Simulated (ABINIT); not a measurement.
# C in ABINIT: phonon dispersion with LDA

Aim: the phonon dispersion of C with LDA.

Program: ABINIT 10.8.3 (patched build). These are calculated values, not measurements. Logs are shortened: lines on timing, memory, paths and dates and some standing lists are left out, and cuts for length are marked. The log counts tension as positive stress, the text compression.

## Step 1: Starting point

The cell holds a slab with vacuum, 2 atoms: a = 2.456 Å, b = 2.456 Å, c = 8.524 Å, α = 90.00°, β = 90.00°, γ = 120.00°.

## Step 2: Phonon dispersion, LDA

run.abi

```
# Datasets
ndtset 5

# Pseudopotentials
pp_dirpath "./"
pseudos "C.upf"

# Structure
acell 3*1.0 Angstrom
rprim
     2.4561701622     0.0000000000     0.0000000000
    -1.2280850811     2.1271057565     0.0000000000
     0.0000000000     0.0000000000     8.5238033600
ntypat 1
znucl 6
natom 2
typat 1 1
xred
            2/3            1/3            0.0
            1/3            2/3            0.0

# Plane-wave basis
ecut 843.552974 eV

# k points
ngkpt 8 8 2
nshiftk 1
shiftk 0.0 0.0 0.5

# Exchange and correlation
ixc 7

# Bands and occupations
nband 12
occopt 3
tsmear 0.05 eV

# SCF cycle
nstep 80

# Output
prteig 0
prtebands 0
prtwf 0
prtden 0
prtpot 0

# Dataset 1: ground state
kptopt1 1
tolvrs1 1.0e-15
prtwf1 1
tolwfr1 1.0e-14
nbdbuf1 4
nline1 6

# Dataset 2: response at q = 0 to atomic displacements
rfphon2 1
rfatpol2 1 2
rfdir2 1 1 1
getwfk2 1
kptopt2 2
nqpt2 1
qpt2 0.0 0.0 0.0
tolvrs2 1.0e-9

# Dataset 3: atomic displacements at q = 0.5 0.0 0.0
rfphon3 1
rfatpol3 1 2
rfdir3 1 1 1
getwfk3 1
kptopt3 3
nqpt3 1
qpt3 1/2 0.0 0.0
tolvrs3 1.0e-9

# Dataset 4: atomic displacements at q = 0.0 0.0 0.5
rfphon4 1
rfatpol4 1 2
rfdir4 1 1 1
getwfk4 1
kptopt4 3
nqpt4 1
qpt4 0.0 0.0 1/2
tolvrs4 1.0e-9

# Dataset 5: atomic displacements at q = 0.5 0.0 0.5
rfphon5 1
rfatpol5 1 2
rfdir5 1 1 1
getwfk5 1
kptopt5 3
nqpt5 1
qpt5 1/2 0.0 1/2
tolvrs5 1.0e-9
```

mrgddb.in

```
merged_DDB
C
5
runo_DS1_DDB
runo_DS2_DDB
runo_DS3_DDB
runo_DS4_DDB
runo_DS5_DDB
```

anaddb.abi

```
ddb_filepath "merged_DDB"
output_file "anaddb.abo"
outdata_prefix "ana"
asr 2
chneut 0
dipdip 0
dieflag 0
enunit 0
ifcflag 1
brav 1
ngqpt 2 2 2
nqshft 1
q1shft 0.0 0.0 0.0
nqpath 8
ndivsm 6
qpath
     0.0000000000     0.0000000000     0.0000000000
     0.5000000000     0.0000000000     0.0000000000
     0.3333333333     0.3333333333     0.0000000000
     0.0000000000     0.0000000000     0.0000000000
     0.0000000000     0.0000000000     0.5000000000
     0.5000000000     0.0000000000     0.5000000000
     0.3333333333     0.3333333333     0.5000000000
     0.0000000000     0.0000000000     0.5000000000
prtdos 2
ng2qpt 20 20 20
dosdeltae 2.0e-5
```

Potentials or basis: PseudoDojo NC SR LDA v0.4.1 standard.

Run with:

```bash
mpirun --bind-to none -np 4 abinit run.abi > log 2>&1
mrgddb < mrgddb.in > mrgddb.log 2>&1
anaddb anaddb.abi > anaddb.log 2>&1
```

run.abo:

```text
.Version 10.8.3 of ABINIT
 DATASET    1 : space group P6/m m m (#191); Bravais hP (primitive hexag.)
================================================================================
 Values of the parameters that define the memory need for DATASET  1.
     intxc =       0    ionmov =       0      iscf =       7    lmnmax =       4
     lnmax =       4     mgfft =      90  mpssoang =       2    mqgrid =    4038
     natom =       2  nloc_mem =       1    nspden =       1   nspinor =       1
    nsppol =       1      nsym =      24    n1xccc =    2501    ntypat =       1
    occopt =       3   xclevel =       1
       mpw =        2498          nfft =       51840          nkpt =          10
================================================================================
================================================================================

 DATASET    2 : space group P6/m m m (#191); Bravais hP (primitive hexag.)
================================================================================
 Values of the parameters that define the memory need for DATASET  2 (RF).
     intxc =       0      iscf =       7    lmnmax =       4     lnmax =       4
     mgfft =      90  mpssoang =       2    mqgrid =    4038     natom =       2
  nloc_mem =       1    nspden =       1   nspinor =       1    nsppol =       1
      nsym =      24    n1xccc =    2501    ntypat =       1    occopt =       3
   xclevel =       1
      nfft =       51840          nkpt =          64
================================================================================
================================================================================
[... 25 lines left out ...]
 DATASET    5 : space group P6/m m m (#191); Bravais hP (primitive hexag.)
================================================================================
 Values of the parameters that define the memory need for DATASET  5 (RF).
     intxc =       0      iscf =       7    lmnmax =       4     lnmax =       4
     mgfft =      90  mpssoang =       2    mqgrid =    4038     natom =       2
  nloc_mem =       1    nspden =       1   nspinor =       1    nsppol =       1
      nsym =      24    n1xccc =    2501    ntypat =       1    occopt =       3
   xclevel =       1
      nfft =       51840          nkpt =         128
================================================================================
================================================================================

--------------------------------------------------------------------------------
------------- Echo of variables that govern the present computation ------------
--------------------------------------------------------------------------------
 -outvars: echo values of preprocessed input variables --------
            acell      1.8897261259E+00  1.8897261259E+00  1.8897261259E+00 Bohr
              amu      1.20110000E+01
             ecut      3.10000000E+01 Hartree
           getwfk1          0
           getwfk2          1
           getwfk3          1
           getwfk4          1
           getwfk5          1
              ixc           7
           jdtset        1    2    3    4    5
                       outvar_i_n : Printing only first  50 k-points.
           kptopt1          1
           kptopt2          2
           kptopt3          3
           kptopt4          3
           kptopt5          3
         kptrlatt        8    0    0      0    8    0      0    0    2
          kptrlen      3.71319114E+01
            natom           2
            nband1         12
            nband2         12
            nband3         12
            nband4         12
            nband5         12
           nbdbuf1          4
           nbdbuf2          2
           nbdbuf3          2
           nbdbuf4          2
           nbdbuf5          2
           ndtset           5
            ngfft          24      24      90
             nkpt1         10
             nkpt2         64
             nkpt3        128
             nkpt4        128
             nkpt5        128
            nline1          6
            nline2          4
            nline3          4
            nline4          4
            nline5          4
             nqpt1          0
             nqpt2          1
             nqpt3          1
             nqpt4          1
             nqpt5          1
            nstep          80
             nsym          24
           ntypat           1
                       prtocc : prtvol=0, do not print more k-points.
[... 143 lines left out ...]
cartesian_stress_tensor: # hartree/bohr^3
- [  1.05796060E-04,   0.00000000E+00,   0.00000000E+00, ]
- [  0.00000000E+00,   1.05796060E-04,   0.00000000E+00, ]
- [  0.00000000E+00,   0.00000000E+00,   5.42590503E-05, ]
pressure_GPa:  -2.6072E+00
xred      :
- [  6.6667E-01,   3.3333E-01,   0.0000E+00,  C]
- [  3.3333E-01,   6.6667E-01,   0.0000E+00,  C]
cartesian_forces: # hartree/bohr
- [  1.16025063E-28,   2.00961304E-28,  -0.00000000E+00, ]
- [ -1.16025063E-28,  -2.00961304E-28,  -0.00000000E+00, ]
force_length_stats: {min:   2.32050126E-28, max:   2.32050126E-28, mean:   2.32050126E-28, }
...

 Integrated electronic density in atomic spheres:
 ------------------------------------------------
 Atom  Sphere_radius  Integrated_density
    1        2.00000          4.82039521
    2        2.00000          4.82039521
================================================================================

 ----iterations are completed or convergence reached----

 Mean square residual over all n,k,spin=   40.647E-16; max=  93.854E-16
 reduced coordinates (array xred) for    2 atoms
       0.666666666667      0.333333333333      0.000000000000
       0.333333333333      0.666666666667      0.000000000000
 rms dE/dt=  4.3971E-28; max dE/dt=  5.3853E-28; dE/dt below (all hartree)
    1      -0.000000000000     -0.000000000000      0.000000000000
    2       0.000000000000      0.000000000000      0.000000000000

 cartesian coordinates (angstrom) at end:
    1      1.22808508110000     0.70903525216667     0.00000000000000
    2     -0.00000000000000     1.41807050433333     0.00000000000000

 cartesian forces (hartree/bohr) at end:
    1      0.00000000000000     0.00000000000000    -0.00000000000000
    2     -0.00000000000000    -0.00000000000000    -0.00000000000000
 frms,max,avg= 1.3397420E-28 2.0096130E-28   0.000E+00  0.000E+00  0.000E+00 h/b

 cartesian forces (eV/Angstrom) at end:
    1      0.00000000000000     0.00000000000000    -0.00000000000000
    2     -0.00000000000000    -0.00000000000000    -0.00000000000000
 frms,max,avg= 6.8892305E-27 1.0333846E-26   0.000E+00  0.000E+00  0.000E+00 e/A
 length scales=  1.889726125908  1.889726125908  1.889726125908 bohr
              =  1.000000000000  1.000000000000  1.000000000000 angstroms
 Fermi (or HOMO) energy (hartree) =  -0.03127   Average Vxc (hartree)=  -0.18985
 Eigenvalues (hartree) for nkpt=  10  k points:
 kpt#   1, nband= 12, wtk=  0.01563, kpt=  0.0000  0.0000  0.2500 (reduced coord)
  -0.74345   -0.31403   -0.14075   -0.14075    0.09224    0.14601    0.26507    0.28004
   0.28004    0.39095    0.42672    0.44970
      occupation numbers for kpt#   1
   2.00000    2.00000    2.00000    2.00000    0.00000    0.00000    0.00000    0.00000
   0.00000    0.00000    0.00000    0.00000
 prteigrs : prtvol=0 or 1, do not print more k-points.

--- !EnergyTerms
iteration_state     : {dtset: 1, }
comment             : Components of total free energy in Hartree
kinetic             :  8.46118080407916E+00
hartree             :  1.88851829685242E+01
xc                  : -4.27632317247385E+00
Ewald energy        :  9.09046871603690E+00
psp_core            :  2.31651173941769E-01
local_psp           : -4.38024366830725E+01
non_local_psp       : -6.48772666917268E-01
internal            : -1.20590488598816E+01
'-kT*entropy'       : -3.53299643824481E-11
total_energy        : -1.20590488599169E+01
total_energy_eV     : -3.28143436286356E+02
band_energy         : -2.91998783833324E+00
...

 Cartesian components of stress tensor (hartree/bohr^3)
  sigma(1 1)=  1.05796060E-04  sigma(3 2)=  0.00000000E+00
  sigma(2 2)=  1.05796060E-04  sigma(3 1)=  0.00000000E+00
  sigma(3 3)=  5.42590503E-05  sigma(2 1)=  0.00000000E+00

-Cartesian components of stress tensor (GPa)         [Pressure= -2.6072E+00 GPa]
- sigma(1 1)=  3.11262756E+00  sigma(3 2)=  0.00000000E+00
- sigma(2 2)=  3.11262756E+00  sigma(3 1)=  0.00000000E+00
- sigma(3 3)=  1.59635637E+00  sigma(2 1)=  0.00000000E+00

================================================================================
== DATASET  2 ==================================================================
[... 840 lines left out ...]
  Phonon wavevector (reduced coordinates) :  0.50000  0.00000  0.50000
 Phonon energies in Hartree :
   2.177547E-03  2.857429E-03  2.932585E-03  6.108461E-03  6.193392E-03
   6.455206E-03
 Phonon frequencies in cm-1    :
   4.779164E+02  6.271332E+02  6.436281E+02  1.340652E+03  1.359292E+03
   1.416754E+03

== END DATASET(S) ==============================================================
================================================================================

 -outvars: echo values of variables after computation  --------
            acell      1.8897261259E+00  1.8897261259E+00  1.8897261259E+00 Bohr
           etotal1    -1.2059048860E+01
           etotal2     4.7469436664E+01
           etotal3     3.7895609019E+01
           etotal4     4.7469138862E+01
           etotal5     3.7895470467E+01
            fcart1     1.1602506293E-28  2.0096130394E-28 -0.0000000000E+00
                      -1.1602506293E-28 -2.0096130394E-28 -0.0000000000E+00
            fcart2     0.0000000000E+00  0.0000000000E+00  0.0000000000E+00
                       0.0000000000E+00  0.0000000000E+00  0.0000000000E+00
            fcart3     0.0000000000E+00  0.0000000000E+00  0.0000000000E+00
                       0.0000000000E+00  0.0000000000E+00  0.0000000000E+00
            fcart4     0.0000000000E+00  0.0000000000E+00  0.0000000000E+00
                       0.0000000000E+00  0.0000000000E+00  0.0000000000E+00
            fcart5     0.0000000000E+00  0.0000000000E+00  0.0000000000E+00
                       0.0000000000E+00  0.0000000000E+00  0.0000000000E+00
            rprim      2.4561701622E+00  0.0000000000E+00  0.0000000000E+00
                      -1.2280850811E+00  2.1271057565E+00  0.0000000000E+00
                       0.0000000000E+00  0.0000000000E+00  8.5238033600E+00
           strten1     1.0579606026E-04  1.0579606024E-04  5.4259050294E-05
                       0.0000000000E+00  0.0000000000E+00  0.0000000000E+00
           strten2     0.0000000000E+00  0.0000000000E+00  0.0000000000E+00
                       0.0000000000E+00  0.0000000000E+00  0.0000000000E+00
           strten3     0.0000000000E+00  0.0000000000E+00  0.0000000000E+00
                       0.0000000000E+00  0.0000000000E+00  0.0000000000E+00
           strten4     0.0000000000E+00  0.0000000000E+00  0.0000000000E+00
                       0.0000000000E+00  0.0000000000E+00  0.0000000000E+00
           strten5     0.0000000000E+00  0.0000000000E+00  0.0000000000E+00
                       0.0000000000E+00  0.0000000000E+00  0.0000000000E+00
           xangst      1.2280850811E+00  7.0903525217E-01  0.0000000000E+00
                      -4.5448277775E-17  1.4180705043E+00  0.0000000000E+00
             xred      6.6666666667E-01  3.3333333333E-01  0.0000000000E+00
                       3.3333333333E-01  6.6666666667E-01  0.0000000000E+00
 Calculation completed.
```

Run time: 2.4 min. Hardware: 4 MPI ranks of Arm Neoverse V1, shared host; peak memory 0.48 GiB.

What came out:

| Item | Value |
| --- | --- |
| Free energy | -328.1434 eV |
| Highest phonon frequency | 1608 cm⁻¹ |

Phonon frequencies in cm⁻¹ (negative: imaginary):
| q point | frequencies |
| --- | --- |
| (0.000, 0.000, 0.000) | 0 0 0 897 1608 1608 |
| (0.500, 0.000, 0.000) | 478 627 644 1341 1359 1417 |
| (0.000, 0.000, 0.500) | -2 1 1 897 1608 1608 |
| (0.500, 0.000, 0.500) | 478 627 644 1341 1359 1417 |

Phonon frequencies at the corners of the path (cm⁻¹, interpolated; i marks imaginary ones):
```csv
point,frequencies
Γ,0 0 0 897 1608 1608
M,478 627 644 1341 1359 1417
K,558 558 956 1240 1240 1471
A,2i 1i 1i 897 1608 1608
L,478 627 644 1341 1359 1417
H,558 558 956 1240 1240 1471
```

Phonon states per cell in windows of 100 cm⁻¹ (negative: imaginary):
| from (cm⁻¹) | total |
| --- | --- |
| 0 | 0.04 |
| 100 | 0.12 |
| 200 | 0.22 |
| 300 | 0.35 |
| 400 | 0.58 |
| 500 | 0.30 |
| 600 | 0.73 |
| 700 | 0.53 |
| 800 | 0.40 |
| 900 | 0.13 |
| 1000 | 0.13 |
| 1100 | 0.20 |
| 1200 | 0.28 |
| 1300 | 0.27 |
| 1400 | 0.91 |
| 1500 | 0.72 |
| 1600 | 0.08 |

Caveat: the k mesh is coarse (spacing up to 0.37 Å⁻¹), so the values aren't converged; the cutoff is too short for stress, so the log's stress isn't used; the mesh is coarse for a metal's response; the q mesh is small, so phonon branches between its points and thermal values are rough.
